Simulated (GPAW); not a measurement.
Sn:

```
CELL_PARAMETERS angstrom
-2.94014 2.94014 1.59930
2.94014 -2.94014 1.59930
2.94014 2.94014 -1.59930
ATOMIC_POSITIONS crystal
Sn 0.00000 0.00000 0.00000
Sn 0.75000 0.25000 0.50000
```

Base run:

```yaml
Program: GPAW 26.7.0
Functional: RPBE
Potentials_or_basis: the program's PAW data sets (release 1.2.1) made for this functional
Cutoff: 600 eV
Basis: pw
k_mesh: 9 × 9 × 9
Occupations: gaussian, width 0.1 eV
Spin: no spin polarisation
```

Its results: band gap on the k mesh none (metal or under the smearing width); pressure 2.6 GPa.

**Question.** The run is repeated on the same cell with these changes: functional from RPBE to LDA; occupations from gaussian, width 0.1 eV to gaussian, width 0.02 eV. What comes out?

**Answer.** Band gap on the k mesh none (metal or under the smearing width); pressure -3.1 GPa.
